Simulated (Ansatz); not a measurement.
# C (C2/m) in Ansatz: further runs

Runs on C. Level: r2SCAN. Tasks: single point, equation of state.

Everything below comes from runs of Ansatz 0.2.0. Logs are shortened: lines on timing, memory, paths and dates and some standing lists are left out, and cuts for length are marked.

### 1 The structure

It takes space group C2/m (No. 12, monoclinic). The conventional cell has a = 4.255 Å, b = 2.457 Å, c = 3.765 Å, α = 90.00°, β = 111.49°, γ = 90.00°. C (site symmetry m) is surrounded by 3 C at 1.42 Å.

This is a stacking variant of graphite.

### 2 Single point, r2SCAN, 8.60 Å³/atom (volume scaled by 0.94)

input.yaml

```yaml
crystal:
  lattice:
    - [2.0838934217, -1.2032084158, 0.0]
    - [2.0838934217, 1.2032084158, 0.0]
    - [-1.3509174534, 0.0, 3.4313236862]
  atoms:
    - { symbol: C, position: [0.16664447, 0.16664447, 0.99990696] }
    - { symbol: C, position: [0.83335553, 0.83335553, 9.304e-05] }
hamiltonian:
  xc: r2scan
  pseudopotentials: { kind: paw }
kpoints:
  mp_grid: { grid: [13, 13, 8] }
scf:
  occupations: { method: fermi_dirac, width: 0.05 }
output:
  forces: true
  stress: true
  eigenvalues: true
```

Potentials or basis: Ansatz PAW.

Launch:

```bash
$ ansatz run input.yaml --threads 2 --pin off --max-ram 5632MiB --backend cpu --events-out ev --progress --plain --runs-dir out
```

Log:

```text
Warning: RAYON_NUM_THREADS=2 ignored (pool sized by the plan → 2); use --threads N
Engine: ansatz 0.2.0, x86_64-unknown-linux-gnu
Pseudopotentials: kind: paw
Pseudopotential: C, paw, valence charge 4, recommended cutoff 500 eV (meta_gga), C.paw.azcp
Functional definition: r2SCAN
  parameter k0 = 0.174
  parameter k1 = 0.065
  parameter a1 = 4.9479
  exchange = r2scan_x(k0 = k0, k1 = k1, a1 = a1)
  correlation = r2scan_c
Crystal: 2 atoms, lattice volume = 17.207 Å³
Basis set: ecut = 500 eV, 441 PW (Γ), exchange–correlation on 72×72×108 points (64 copies of the dense FFT grid, shifted against one another)
Bands: 8, of which v1, the nominal top of the filled ones, is band 4 counted from 1 (3 counted from 0)
Symmetry: 4 space group operations
Space group: C2/m (ITA 12), of the structure as read, at distance tolerance 2.6e-5 Å
k-points: 371 of 1352
Non-local potential: C, projectors of the file, l = 0: 2, l = 1: 2, l = 2: 1
PAW form: soft (Blöchl's): semilocal exchange-correlation on the pseudo side does not see the compensation charge
PAW frozen core: C, regenerated for the run's functional (the file was generated under x = pbe(κ = 0.804, μ = 0.2195149727645171), c = pbe(β = 0.06672455060314922))
PAW one-centre angular grid: C, 302 points (default); XC on 239 of its mesh's 2573 points in the sphere
Initial density: superposition of atomic densities (neutral atoms: chi_scale 0, normalization atom), corrected by the library's trained network
Initial wavefunctions: pseudopotential atomic-orbital guess
Functional: x = r2scan, c = r2scan; τ floored in thin density (d = 2e-4 eV/Å³)
SCF iter   1: F=—  HF=-503.237025 eV  |F-HF|=—  |Δ(HF+E_count)|=         —  Δρ=6.83e-3  dr2=2.39e-3  dr2_τ=4.86e-1  ethr=1.77e-3  ⟨swp⟩=4.8  Hψ=19979  notcnv=0
preconditioner: auto → none  [insulator: Δε(μ)=1.007 eV  Ē_g=20.028 eV  σ=0.050 eV  W_gap=1.00  n_scr=2 (ndim 8)  ℏωp=25.3 eV  f_vac=0.013  D(μ)=0.00/eV (n_scr^D=0)  ε∞_Penn≈2.6]
SCF iter   2: F=—  HF=-503.277045 eV  |F-HF|=—  |Δ(HF+E_count)|=   4.00e-2  Δρ=4.57e-3  dr2=1.03e-3  dr2_τ=6.71e-5  ethr=2.99e-5  ⟨swp⟩=2.0  Hψ=8904  notcnv=0
SCF iter   3: F=—  HF=-503.277229 eV  |F-HF|=—  |Δ(HF+E_count)|=   1.84e-4  Δρ=2.05e-3  dr2=2.62e-4  dr2_τ=2.21e-5  ethr=1.29e-5  ⟨swp⟩=2.7  Hψ=5156  notcnv=0
SCF iter   4: F=—  HF=-503.277221 eV  |F-HF|=—  |Δ(HF+E_count)|=   7.80e-6  Δρ=4.36e-4  dr2=1.13e-5  dr2_τ=7.58e-7  ethr=3.28e-6  ⟨swp⟩=1.6  Hψ=3679  notcnv=0
SCF iter   5: F=—  HF=-503.277221 eV  |F-HF|=—  |Δ(HF+E_count)|=   4.09e-7  Δρ=1.18e-4  dr2=8.49e-7  dr2_τ=3.21e-8  ethr=1.41e-7  ⟨swp⟩=1.2  Hψ=3207  notcnv=0
SCF iter   6: F=-503.277221 eV  HF=-503.277221 eV  |F-HF|=3.56e-10  |Δ(HF+E_count)|=   2.94e-8  Δρ=1.20e-5  dr2=8.41e-9  dr2_τ=3.69e-10  ethr=1.25e-9  ⟨swp⟩=3.2  Hψ=11944  notcnv=0
SCF 1 converged in 6 iterations: F = -503.277221 eV  dr2 = 8.41e-9
SCF converged after 6 iterations
Free energy (F): -503.277221 eV
Harris-Foulkes:  -503.277221 eV  (|F-HF|=3.56e-10)
Internal energy: -503.277221 eV  (E = F + TS)
E sigma→0 (E₀):  -503.277221 eV
Entropy (-TS):   -0.000000 eV (-0.000 meV/atom)
Fermi energy:    7.318466 eV
--- Per-component energies (eV) ---
  E_band       = -22.119782
  E_kinetic    = 185.592955
  E_local      = -326.663787  (includes V_loc(G=0)·N_el)
  E_nonlocal   = 54.886944
  E_hartree    = 101.471170
  E_xc         = -95.470770
  E_vxc        = -132.289123  (∫ρ·V_xc dr)
  E_paw        = -202.139993  (= ΣΔE_a)
  E_vpaw       = -13.978464  (= ΣTr[D̂ρ^β])
  E_aug_tail   = 0.000011  (compensation charges beyond the density's cutoff)
  E_vtau       = 7.390030  (kinetic-family band-sum trace: ∫τ·v_τ [+ j·A + Jᵃ·Aᵃ] dr)
  E_ewald      = -220.904204
  E_core_change = -0.049547  (= ΣΔE_core)
  E_smearing   = -0.000000  (= −TS)
  E_closure    = 0.000000  (closes the sum)
  Σ components = -503.277221   (vs F -503.277221, Δ=0.00e0)
--- Forces (eV/Å), atoms counted from 1 ---
  atom   1  C     -0.00223631     0.00000000     0.01007996
  atom   2  C      0.00223631     0.00000000    -0.01007996
  max |Σ_I F_I| component: 1.73e-18 eV/Å
--- Stress (GPa, compression-positive) ---
       27.870190       0.000000      -0.041209
        0.000000      27.784493       0.000000
       -0.041208       0.000000       0.740811
  P = ⅓ Tr σ = 18.7985 GPa (187.985 kbar)
--- Band table (eV; the first three rows and the last of 371) ---
  k-point 0: bands = ["-14.2362", "-0.3820", "4.0465", "4.0504", "11.2040", "16.4518", "16.4545", "20.4834"]
  k-point 1: bands = ["-14.2024", "-0.6847", "4.0447", "4.0482", "11.9230", "16.4464", "16.4480", "20.5080"]
  k-point 2: bands = ["-14.1189", "-1.3386", "4.0405", "4.0430", "13.7895", "16.4321", "16.4335", "20.5705"]
  k-point 370: bands = ["-8.2388", "-7.1874", "-0.2449", "5.0239", "9.3034", "16.5148", "19.6286", "20.3516"]
```

It took 6.7 s on 2 threads of Intel Xeon at 2.50GHz (Skylake/Cascade Lake), shared host; peak memory 0.4 GiB.

Results:

```
Free energy            : -503.2772 eV
Pressure               : 18.8 GPa
Largest force          : 0.010 eV/Å
Band gap on the k mesh : 1.01 eV, indirect (least direct gap 1.02 eV)
```

Caveat: odd divisions of the mesh miss points on the zone boundary, where band edges often lie, so the gap on the mesh can be too wide; the PAW data sets come from PBE, with cores solved anew for the run's functional, which leaves a small shift of forces and pressure.

### 3 Single point, r2SCAN, 8.79 Å³/atom (volume scaled by 0.96)

Changes to input.yaml since step 2:

```diff
@@ -2,5 +2,5 @@
   lattice:
-    - [2.0838934217, -1.2032084158, 0.0]
-    - [2.0838934217, 1.2032084158, 0.0]
-    - [-1.3509174534, 0.0, 3.4313236862]
+    - [2.098569211, -1.2116819937, 0.0]
+    - [2.098569211, 1.2116819937, 0.0]
+    - [-1.36043127, 0.0, 3.4554887337]
   atoms:
```

Potentials or basis: Ansatz PAW.

Launch:

```bash
$ ansatz run input.yaml --threads 2 --pin off --max-ram 5632MiB --backend cpu --events-out ev --progress --plain --runs-dir out
```

Wall time 7.2 s (2 threads of Intel Xeon at 2.50GHz (Skylake/Cascade Lake), shared host); peak memory 0.4 GiB.

It converged, with:

```
Free energy            : -503.3122 eV
Pressure               : 11.9 GPa
Largest force          : 0.010 eV/Å
Band gap on the k mesh : 1.00 eV, indirect (least direct gap 1.02 eV)
```

Caveat: odd divisions of the mesh miss points on the zone boundary, where band edges often lie, so the gap on the mesh can be too wide; the PAW data sets come from PBE, with cores solved anew for the run's functional, which leaves a small shift of forces and pressure.

### 4 Single point, r2SCAN, 8.97 Å³/atom (volume scaled by 0.98)

Changes to input.yaml since step 3:

```diff
@@ -2,5 +2,5 @@
   lattice:
-    - [2.098569211, -1.2116819937, 0.0]
-    - [2.098569211, 1.2116819937, 0.0]
-    - [-1.36043127, 0.0, 3.4554887337]
+    - [2.1130425595, -1.2200386853, 0.0]
+    - [2.1130425595, 1.2200386853, 0.0]
+    - [-1.3698138511, 0.0, 3.4793204435]
   atoms:
@@ -19 +19,5 @@
   eigenvalues: true
+  write_density: true
+  write_potential: true
+  elf: true
+  volumetric_format: npy
```

Launch:

```bash
$ ansatz run input.yaml --threads 2 --pin off --max-ram 5632MiB --backend cpu --events-out ev --progress --plain --runs-dir out
```

Wall time 9.6 s (2 threads of Intel Xeon at 2.50GHz (Skylake/Cascade Lake), shared host); peak memory 0.41 GiB.

The run converged. Its results:

| Quantity | Value |
| --- | --- |
| Free energy | -503.3320 eV |
| Pressure | 5.6 GPa |
| Largest force | 0.011 eV/Å |
| Band gap on the k mesh | 1.00 eV, indirect (least direct gap 1.01 eV) |

Caveat: odd divisions of the mesh miss points on the zone boundary, where band edges often lie, so the gap on the mesh can be too wide; the PAW data sets come from PBE, with cores solved anew for the run's functional, which leaves a small shift of forces and pressure.

### 5 Single point, r2SCAN, 9.15 Å³/atom

input.yaml

```yaml
crystal:
  lattice:
    - [2.1273203072, -1.22828244, 0.0]
    - [2.1273203072, 1.22828244, 0.0]
    - [-1.3790696309, 0.0, 3.5028300786]
  atoms:
    - { symbol: C, position: [0.16664447, 0.16664447, 0.99990696] }
    - { symbol: C, position: [0.83335553, 0.83335553, 9.304e-05] }
hamiltonian:
  xc: r2scan
  pseudopotentials: { kind: paw }
kpoints:
  mp_grid: { grid: [13, 13, 8] }
scf:
  occupations: { method: fermi_dirac, width: 0.05 }
output:
  forces: true
  stress: true
  eigenvalues: true
```

Launch:

```bash
$ ansatz run input.yaml --threads 2 --pin off --max-ram 5632MiB --backend cpu --events-out ev --progress --plain --runs-dir out
```

It took 7.1 s on 2 threads of Intel Xeon at 2.50GHz (Skylake/Cascade Lake), shared host; peak memory 0.41 GiB.

The run converged. Its results:

| Quantity | Value |
| --- | --- |
| Free energy | -503.3381 eV |
| Pressure | -0.2 GPa |
| Largest force | 0.011 eV/Å |
| Band gap on the k mesh | 0.99 eV, indirect (least direct gap 1.00 eV) |

Caveat: odd divisions of the mesh miss points on the zone boundary, where band edges often lie, so the gap on the mesh can be too wide; the PAW data sets come from PBE, with cores solved anew for the run's functional, which leaves a small shift of forces and pressure.

### 6 Single point, r2SCAN, 9.34 Å³/atom (volume scaled by 1.02)

Changes to input.yaml since step 5:

```diff
@@ -2,5 +2,5 @@
   lattice:
-    - [2.1273203072, -1.22828244, 0.0]
-    - [2.1273203072, 1.22828244, 0.0]
-    - [-1.3790696309, 0.0, 3.5028300786]
+    - [2.1414089317, -1.2364169979, 0.0]
+    - [2.1414089317, 1.2364169979, 0.0]
+    - [-1.3882028085, 0.0, 3.5260283048]
   atoms:
```

Potentials or basis: Ansatz PAW.

Launch:

```bash
$ ansatz run input.yaml --threads 2 --pin off --max-ram 5632MiB --backend cpu --events-out ev --progress --plain --runs-dir out
```

Wall time 6.9 s (2 threads of Intel Xeon at 2.50GHz (Skylake/Cascade Lake), shared host); peak memory 0.42 GiB.

The run converged. Its results:

```
Free energy            : -503.3316 eV
Pressure               : -5.4 GPa
Largest force          : 0.011 eV/Å
Band gap on the k mesh : 0.98 eV, indirect (least direct gap 0.99 eV)
```

Caveat: odd divisions of the mesh miss points on the zone boundary, where band edges often lie, so the gap on the mesh can be too wide; the PAW data sets come from PBE, with cores solved anew for the run's functional, which leaves a small shift of forces and pressure.

### 7 Single point, r2SCAN, 9.52 Å³/atom (volume scaled by 1.04)

Changes to input.yaml since step 6:

```diff
@@ -2,5 +2,5 @@
   lattice:
-    - [2.1414089317, -1.2364169979, 0.0]
-    - [2.1414089317, 1.2364169979, 0.0]
-    - [-1.3882028085, 0.0, 3.5260283048]
+    - [2.1553145742, -1.2444459046, 0.0]
+    - [2.1553145742, 1.2444459046, 0.0]
+    - [-1.3972173651, 0.0, 3.5489252341]
   atoms:
```

Launch:

```bash
$ ansatz run input.yaml --threads 2 --pin off --max-ram 5632MiB --backend cpu --events-out ev --progress --plain --runs-dir out
```

It took 7 s on 2 threads of Intel Xeon at 2.50GHz (Skylake/Cascade Lake), shared host; peak memory 0.42 GiB.

Results (log left out):

```
Free energy            : -503.3137 eV
Pressure               : -10.2 GPa
Largest force          : 0.011 eV/Å
Band gap on the k mesh : 0.98 eV, indirect (least direct gap 0.99 eV)
```

Caveat: odd divisions of the mesh miss points on the zone boundary, where band edges often lie, so the gap on the mesh can be too wide; the PAW data sets come from PBE, with cores solved anew for the run's functional, which leaves a small shift of forces and pressure.

### 8 Single point, r2SCAN, 9.70 Å³/atom (volume scaled by 1.06)

Changes to input.yaml since step 7:

```diff
@@ -2,5 +2,5 @@
   lattice:
-    - [2.1553145742, -1.2444459046, 0.0]
-    - [2.1553145742, 1.2444459046, 0.0]
-    - [-1.3972173651, 0.0, 3.5489252341]
+    - [2.1690430626, -1.2523725254, 0.0]
+    - [2.1690430626, 1.2523725254, 0.0]
+    - [-1.4061170787, 0.0, 3.5715304629]
   atoms:
```

Launch:

```bash
$ ansatz run input.yaml --threads 2 --pin off --max-ram 5632MiB --backend cpu --events-out ev --progress --plain --runs-dir out
```

Run time: 6.6 s. Hardware: 2 threads of Intel Xeon at 2.50GHz (Skylake/Cascade Lake), shared host; peak memory 0.43 GiB.

The run converged. Its results:

* Free energy: -503.2853 eV
* Pressure: -14.6 GPa
* Largest force: 0.011 eV/Å
* Band gap on the k mesh: 0.97 eV, indirect (least direct gap 0.98 eV)

Caveat: odd divisions of the mesh miss points on the zone boundary, where band edges often lie, so the gap on the mesh can be too wide; the PAW data sets come from PBE, with cores solved anew for the run's functional, which leaves a small shift of forces and pressure.

### 9 Equation of state, r2SCAN

Potentials or basis: Ansatz PAW.

This step only gathers the single runs of the series.

Results:

```yaml
Equilibrium_volume: 9.15 Å³/atom
Bulk_modulus_at_fixed_shape_and_positions: 275 GPa
Pressure_derivative_of_the_bulk_modulus: 3.6
```

Energy against volume, from the lowest point:
| volume (Å³/atom) | energy (meV/atom) |
| --- | --- |
| 8.604 | 30.45 |
| 8.787 | 12.97 |
| 8.970 | 3.05 |
| 9.153 | 0.00 |
| 9.336 | 3.23 |
| 9.519 | 12.21 |
| 9.702 | 26.42 |

Caveat: the cell was scaled at fixed shape and fractional positions, which overstates the stiffness of a crystal with free parameters, most of all of layers and chains; the PAW data sets were made with another functional, which shifts forces and pressure a little.
